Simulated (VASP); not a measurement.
# Ge (P6_3/mmc) in VASP: notebook, part 2 of 2

VASP 6.6.1. Earlier steps stand in the parts before.

## 3. Relaxation of cell and atoms, PBEsol

File INCAR:

```
PREC = Accurate
ENCUT = 520
EDIFF = 1E-6
ISMEAR = -1
SIGMA = 0.05
LREAL = False
LASPH = True
NELM = 60
ALGO = Normal
ISIF = 3
LWAVE = False
LCHARG = False
GGA = PS
IBRION = 2
NSW = 40
EDIFFG = -0.01
```

File KPOINTS:

```
Automatic mesh
0
Gamma
  10 10 6
```

File POSCAR:

```
Ge
1.0
    3.9855000000      0.0000000000      0.0000000000
   -1.9927500000      3.4515442468      0.0000000000
    0.0000000000      0.0000000000      6.5772000000
Ge
4
Direct
    0.3333333333      0.6666666667      0.0628000000
    0.6666666667      0.3333333333      0.5628000000
    0.6666666667      0.3333333333      0.9372000000
    0.3333333333      0.6666666667      0.4372000000
```

Potentials or basis: VASP PAW PBE potentials, release 64 (Ge_d).

Run with:

```
$ cat potpaw_PBE.64/Ge_d/POTCAR > POTCAR
$ mpirun -np 1 vasp_std > vasp.out
```

OUTCAR:

```text
PREC = Accurate
   ENCUT = 520
   EDIFF = 1E-6
   ISMEAR = -1
   LREAL = False
   LASPH = True
   NELM = 60
   ISIF = 3
   GGA = PS
   IBRION = 2
   NSW = 40
   EDIFFG = -0.01

 ion  position               nearest neighbor table
   1  0.333  0.667  0.063-   3 2.44   3 2.44   3 2.44   4 2.46
   2  0.667  0.333  0.563-   4 2.44   4 2.44   4 2.44   3 2.46
   3  0.667  0.333  0.937-   1 2.44   1 2.44   1 2.44   2 2.46
   4  0.333  0.667  0.437-   2 2.44   2 2.44   2 2.44   1 2.46

  LATTYP: Found a hexagonal cell.
 ALAT       =     3.9855000000
 C/A-ratio  =     1.6502822732

  Lattice vectors:

 A1 = (   3.9855000000,   0.0000000000,   0.0000000000)
 A2 = (  -1.9927500000,   3.4515442468,   0.0000000000)
 A3 = (   0.0000000000,   0.0000000000,   6.5772000000)

Analysis of symmetry for initial positions (statically):
=====================================================================
 Subroutine PRICEL returns:
 Original cell was already a primitive cell.

 Routine SETGRP: Setting up the symmetry group for a
 hexagonal supercell.

 Subroutine GETGRP returns: Found 24 space group operations
 (whereof 12 operations were pure point group operations)
 out of a pool of 24 trial point group operations.

The static configuration has the point symmetry D_3d.
 The point group associated with its full space group is D_6h.

Analysis of symmetry for dynamics (positions and initial velocities):
=====================================================================
 Subroutine PRICEL returns:
 Original cell was already a primitive cell.

 Routine SETGRP: Setting up the symmetry group for a
 hexagonal supercell.

 Subroutine GETGRP returns: Found 24 space group operations
 (whereof 12 operations were pure point group operations)
 out of a pool of 24 trial point group operations.

The dynamic configuration has the point symmetry D_3d.
 The point group associated with its full space group is D_6h.
[... 130 lines left out ...]
   AEXX    =    0.0000 exact exchange contribution
   IVDW    =     0    specifies the selected vdW correction
   LEPSILON=     F    determine dielectric tensor
   LRPA    =     F    only Hartree local field effects (RPA)
 conjugate gradient relaxation of ions
 non-spin polarized calculation
  energy-cutoff  :      520.00
  volume of cell :       90.48
 maximum number of plane-waves:      2472
 NGX is ok and might be reduce to    30
   NGX = 15   NGY = 15   NGZ = 25

--------------------------------------- Ionic step        1  -------------------------------------------

 number of electron      56.0000054 magnetization

 Free energy of the ion-electron system (eV)
  ---------------------------------------------------
  ext. energy  EPLUGINS =         0.00000000
  ---------------------------------------------------
  free energy    TOTEN  =       -19.68203071 eV

  energy without entropy =      -19.68074356  energy(sigma->0) =      -19.68138713

------------------------ aborting loop because EDIFF is reached ----------------------------------------

  FORCE on cell =-STRESS in cart. coord.  units (eV):
  Direction    XX          YY          ZZ          XY          YZ          ZX
  --------------------------------------------------------------------------------------
  -------------------------------------------------------------------------------------
  Total        0.3002367      0.3002367      0.2091789      0.0000000      0.0000000      0.0000000
  in kB        5.3166371      5.3166371      3.7041722      0.0000000      0.0000000      0.0000000
  external PRESSURE =       4.7791488 kB  Pullay stress =       0.0000000 kB
[... 139 lines left out ...]
--------------------------------------- Ionic step        5  -------------------------------------------

 number of electron      56.0000053 magnetization

 Free energy of the ion-electron system (eV)
  ---------------------------------------------------
  ext. energy  EPLUGINS =         0.00000000
  ---------------------------------------------------
  free energy    TOTEN  =       -19.68311361 eV

  energy without entropy =      -19.68177023  energy(sigma->0) =      -19.68244192

 E-fermi :   4.8506     XC(G=0): -10.0899

 val. band max:        4.8218315753   @ k =   0.0000   0.0000   0.0000
 cond. band min:       4.9654464504   @ k =   0.0000   0.0000   0.0000
 fundamental gap:      0.1436148751
 Fermi energy:         4.8505959070

 k-point     1 :       0.0000    0.0000    0.0000
  band No.  band energies     occupation
      1     -19.9987      2.00000
      2     -19.9987      2.00000
      3     -19.9612      2.00000
      4     -19.9601      2.00000
      5     -19.9601      2.00000
      6     -19.9477      2.00000
[... 853 lines left out ...]
     32       8.4284      0.00000
     33       9.3180      0.00000

 [... further k-points ...]

------------------------ aborting loop because EDIFF is reached ----------------------------------------

  FORCE on cell =-STRESS in cart. coord.  units (eV):
  Direction    XX          YY          ZZ          XY          YZ          ZX
  --------------------------------------------------------------------------------------
  -------------------------------------------------------------------------------------
  Total       -0.0322746     -0.0322746     -0.0039607      0.0000000      0.0000000      0.0000000
  in kB       -0.5670212     -0.5670212     -0.0695838      0.0000000      0.0000000      0.0000000
  external PRESSURE =      -0.4012088 kB  Pullay stress =       0.0000000 kB
[... 19 lines left out ...]
  FREE ENERGIE OF THE ION-ELECTRON SYSTEM (eV)
  ---------------------------------------------------
  free  energy   TOTEN  =       -19.6831136064 eV

  energy  without entropy=      -19.6817702296  energy(sigma->0) =      -19.68244192

 reached required accuracy - stopping structural energy minimisation
```

OSZICAR:

```text
N       E                     dE             d eps       ncg     rms          rms(c)
DAV:   1     0.481959362909E+03    0.48196E+03   -0.29114E+04  4180   0.466E+03
DAV:   2     0.612847668876E+02   -0.42067E+03   -0.41421E+03  3696   0.822E+02
DAV:   3    -0.160082830743E+02   -0.77293E+02   -0.76614E+02  4287   0.215E+02
DAV:   4    -0.199075209483E+02   -0.38992E+01   -0.38922E+01  4144   0.578E+01
[... 32 lines left out ...]
       N       E                     dE             d eps       ncg     rms          rms(c)
DAV:   1    -0.196832201409E+02   -0.11872E-03   -0.15498E-03  5102   0.629E-01    0.611E-02
DAV:   2    -0.196831395277E+02    0.80613E-04   -0.12726E-04  4741   0.178E-01    0.307E-02
DAV:   3    -0.196831143793E+02    0.25148E-04   -0.48108E-05  4822   0.976E-02    0.702E-03
DAV:   4    -0.196831136064E+02    0.77288E-06   -0.59409E-06  3764   0.371E-02
   5 F= -.19683114E+02 E0= -.19682442E+02  d E =-.108290E-02
```

CONTCAR:

```text
Ge
   1.00000000000000
     3.9972033416163368    0.0000000000000000    0.0000000000000000
    -1.9986016708081684    3.4616796379490662    0.0000000000000000
     0.0000000000000000    0.0000000000000000    6.5906561946912134
  Ge
     4
Direct
     0.3333333332999970    0.6666666667000030    0.0628766700112575
     0.6666666667000030    0.3333333332999970    0.5628766700112575
     0.6666666667000030    0.3333333332999970    0.9371233299887425
     0.3333333332999970    0.6666666667000030    0.4371233299887424

  0.00000000E+00  0.00000000E+00  0.00000000E+00
  0.00000000E+00  0.00000000E+00  0.00000000E+00
  0.00000000E+00  0.00000000E+00  0.00000000E+00
  0.00000000E+00  0.00000000E+00  0.00000000E+00
```

Run time: 2.9 min. Hardware: 1 thread of Intel Xeon 6975P-C (Granite Rapids), shared host; peak memory 0.28 GiB.

What came out:

```
Free energy                            : -19.6831 eV
Relaxed volume                         : 22.80 Å³/atom
Relaxed cell                           : a = 3.997 Å, b = 3.997 Å, c = 6.591 Å, α = 90.00°, β = 90.00°, γ = 120.00°
Space group after relaxing (to 0.05 Å) : P6_3/mmc (No. 194)
Energy gained by relaxing              : 0.3 meV/atom
Ionic steps                            : 5
Pressure after relaxing                : 0.0 GPa
Largest force after relaxing           : 0.007 eV/Å
Band gap on the k mesh                 : none (metal or under the smearing width)
```

Forces on the atoms (eV/Å):
```
Ge   0.000  0.000 -0.007
Ge   0.000  0.000 -0.007
Ge   0.000  0.000  0.007
Ge   0.000  0.000  0.007
```

Step by step:
```tsv
step	energy change (eV)	largest force (eV/Å)	pressure (GPa)	volume (Å³)
1	0.0000	0.0129	0.48	90.48
2	-0.0010	0.0145	-0.10	91.36
3	-0.0011	0.0060	0.06	91.17
4	-0.0011	0.0105	-0.09	91.23
5	-0.0011	0.0068	-0.04	91.20
```

Final structure:
```xyz
4
Lattice="3.9972 0.0000 0.0000 -1.9986 3.4617 0.0000 0.0000 0.0000 6.5907" Properties=species:S:1:pos:R:3 pbc="T T T"
Ge    0.0000    2.3078    0.4144
Ge    1.9986    1.1539    3.7097
Ge    1.9986    1.1539    6.1763
Ge    0.0000    2.3078    2.8809
```

Caveat: the PAW data sets were made with another functional, which shifts forces and pressure a little.
